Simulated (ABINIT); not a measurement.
Input of an ABINIT 10.8.3 (patched build) run:

The input run.abi:

```
# Pseudopotentials
pp_dirpath "./"
pseudos "Hf.GGA_PBE-JTH.xml, C.GGA_PBE-JTH.xml"

# Structure
acell 3.2880465325 3.2880465325 3.2880465325 Angstrom
rprim
     0.0000000000     0.7071067812     0.7071067812
     0.7071067812     0.0000000000     0.7071067812
     0.7071067812     0.7071067812     0.0000000000
ntypat 2
znucl 72 6
natom 2
typat 1 2
xred
     0.5000000000     0.5000000000     0.5000000000
     0.0000000000     0.0000000000     0.0000000000

# Plane-wave basis
ecut 19.0
pawecutdg 38.0
pawxcdev 0

# k points
kptopt 1
ngkpt 10 10 10
nshiftk 1
shiftk 0.0 0.0 0.0

# Exchange and correlation
ixc -116133

# Bands and occupations
nband 12
occopt 3
tsmear 0.00183747

# DFT+U
usepawu 1
lpawu 2 -1
upawu 4.0 0.0 eV
jpawu 0.0 0.0 eV

# SCF cycle
nstep 100
tolvrs 1.0e-9

# Output
iomode 3
prtwf 0
prtden 0
prteig 0
prtebands 0
enunit 2
```

Potentials or basis: JTH PAW PBE v2.0.

The run is started by

```bash
$ abinit run.abi > log 2>&1
```

(1) Predict the pressure.

(2) Predict the band gap on the k mesh.

## Answers

(1) 4.4 GPa.

(2) none (metal or under the smearing width).

Caveat: the PAW data sets were made with another functional, which shifts forces and pressure a little; U without spin polarisation on a metal has little footing; the U is typed as a test and isn't derived for this compound.
